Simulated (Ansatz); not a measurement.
# ZnO: the crystal squeezed far

An exercise on one series of results from a longer session: the logs are not shown, and one member is left open.

Method: DFT, PBE, PAW with Ansatz's default frozen-core files, scalar-relativistic, in Ansatz 0.2.0.

### The system as given

Symmetry: Pm-3m, No. 221, cubic system. Conventional cell: a = 2.714 Å, b = 2.714 Å, c = 2.714 Å, α = 90.00°, β = 90.00°, γ = 90.00°. Around Zn (site symmetry m-3m) lie 8 O at 2.35 Å. O (site symmetry m-3m) is surrounded by 8 Zn at 2.35 Å.

Coordinates:

```xyz
2
Lattice="2.7144 0.0000 0.0000 0.0000 2.7144 0.0000 0.0000 0.0000 2.7144" Properties=species:S:1:pos:R:3 pbc="T T T"
Zn    0.0000    0.0000    0.0000
O     1.3572    1.3572    1.3572
```

Whether this phase is the stable one at these pressures isn't tested.

Atoms are numbered in the order of the input: Zn1, O2.

The first run:

Input file input.yaml:

```yaml
crystal:
  lattice:
    - [2.7144176166, 0.0, 0.0]
    - [0.0, 2.7144176166, 0.0]
    - [0.0, 0.0, 2.7144176166]
  atoms:
    - { symbol: Zn, position: [0.0, 0.0, 0.0] }
    - { symbol: O, position: [0.5, 0.5, 0.5] }
kpoints:
  mp_grid: { grid: [15, 15, 15] }
scf:
  occupations: { method: fermi_dirac, width: 0.05 }
hamiltonian:
  xc: pbe
  pseudopotentials: { kind: paw }
output:
  forces: true
  stress: true
  write_density: true
  write_potential: true
  elf: true
  volumetric_format: npy
relax:
  f_tol: 0.005
  max_steps: 40
  cell: {}
```

Launch:

```console
ansatz run input.yaml --threads 1 --pin off --max-ram 2048MiB --backend cpu --events-out ev --progress --plain --runs-dir out
```

Steps of the session up to this table: Cell relaxed at zero pressure, PAW; More of the same log: cell relaxed at zero pressure; Volume scaled by 1, PAW; Volume scaled by 0.94, PAW; Volume scaled by 0.88, PAW; Volume scaled by 0.8, PAW; Volume scaled by 0.72, PAW; Volume scaled by 0.64, PAW; Volume scaled by 0.55, PAW; Volume scaled by 0.55, PAW (cutoff 250 eV).

One table of the session follows, with a row left open; its other results are not shown here.

| method | volume over the first | volume (Å³/atom) | pressure (GPa) |
| --- | --- | --- | --- |
| PAW | 1 | 9.713 | 0.00 |
| PAW | 0.94 | 9.130 | 11.31 |
| PAW | 0.88 | ? | ? |
| PAW | 0.8 | 7.770 | 59.16 |
| PAW | 0.72 | 6.993 | 110.82 |
| PAW | 0.64 | 6.216 | 196.81 |
| PAW | 0.55 | 5.342 | 371.23 |
| PAW (cutoff 250 eV) | 0.55 | 5.342 | 409.03 |

Estimate the missing values for PAW, 0.88.

The run gave: volume (Å³/atom): 8.547; pressure (GPa): 27.23. In the column «volume (Å³/atom)» it lies between PAW, 0.8 (7.770) and PAW, 0.94 (9.130).

To keep in mind: Warnings in the runs' records: cutoff below recommended.
